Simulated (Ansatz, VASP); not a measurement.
# Two plane-wave programs on Pd

The input POSCAR:

```
Pd
1.0
    1.6973996701      0.9799941565      3.1476241818
   -1.6973996701      0.9799941565      3.1476241818
    0.0000000000     -1.9599883129      3.1476241818
Pd
2
Direct
    0.2275400000      0.2275400000      0.2275400000
    0.7724600000      0.7724600000      0.7724600000
```

File INCAR.step1:

```
PREC     = Accurate       # precision mode
ENCUT    = 520            # plane-wave cutoff, eV
ISMEAR   = 0              # smearing method
SIGMA    = 0.1            # smearing width, eV
LREAL    = F              # projectors in reciprocal space
LASPH    = T              # aspherical terms in the spheres
NELM     = 100            # most SCF steps
NBANDS   = 17             # bands
GGA      = PE             # functional
ALGO     = Normal         # electronic algorithm
EDIFF    = 1E-4           # SCF threshold, eV
LWAVE    = T              # write WAVECAR
LCHARG   = F              # write CHGCAR
```

File INCAR.step2:

```
PREC     = Accurate       # precision mode
ENCUT    = 520            # plane-wave cutoff, eV
EDIFF    = 1E-7           # SCF threshold, eV
ISMEAR   = 0              # smearing method
SIGMA    = 0.1            # smearing width, eV
LREAL    = F              # projectors in reciprocal space
LASPH    = T              # aspherical terms in the spheres
NELM     = 100            # most SCF steps
ALGO     = Normal         # electronic algorithm
ISIF     = 2              # what is computed and relaxed
LWAVE    = F              # write WAVECAR
LCHARG   = F              # write CHGCAR
METAGGA  = R2SCAN         # meta-GGA
LMIXTAU  = T            
NBANDS   = 17             # bands
ISTART   = 1
```

The input KPOINTS:

```
Automatic mesh
0
Gamma
  6 6 6
```

Input for Ansatz:

```yaml
crystal:
  lattice:
    - [1.6973996701, 0.9799941565, 3.1476241818]
    - [-1.6973996701, 0.9799941565, 3.1476241818]
    - [0.0, -1.9599883129, 3.1476241818]
  atoms:
    - { symbol: Pd, position: [0.22754, 0.22754, 0.22754] }
    - { symbol: Pd, position: [0.77246, 0.77246, 0.77246] }
basis:
  ecutwfc: 500
kpoints:
  mp_grid: { grid: [6, 6, 6] }
hamiltonian:
  xc: r2scan
scf:
  occupations: { method: gaussian, width: 0.1 }
  lower_state_search: "off"
output:
  forces: true
  stress: true
  eigenvalues: true
```

Alike in both runs: task single point; functional r2SCAN; k mesh 6 × 6 × 6; occupations gaussian, width 0.1 eV; no spin polarisation.

```csv
,VASP,Ansatz
version,VASP 6.6.1,Ansatz 0.2.0
potentials or method,"VASP PAW PBE potentials, release 64 (Pd)","scalar-relativistic, plane waves, PAW"
plane-wave cutoff (eV),520,500
valence electrons in the cell,20,36
```

|  | VASP | Ansatz | Ansatz less VASP |
| --- | --- | --- | --- |
| gap on the k mesh at the Fermi level (eV) | none | none | - |
| rms of the force components (eV/Å) | 3.534 | 3.629 | +0.0946 |

Atom by atom the forces differ by 0.095 eV/Å (rms over components). A gap of «none» marks a metal or a gap that the smearing closes. The two sets of potentials don't hold the same shells in valence.

Caveats: the k mesh is coarse (spacing up to 0.37 Å⁻¹), so the values aren't converged; the PAW data sets were made with another functional, which shifts forces and pressure a little (VASP).
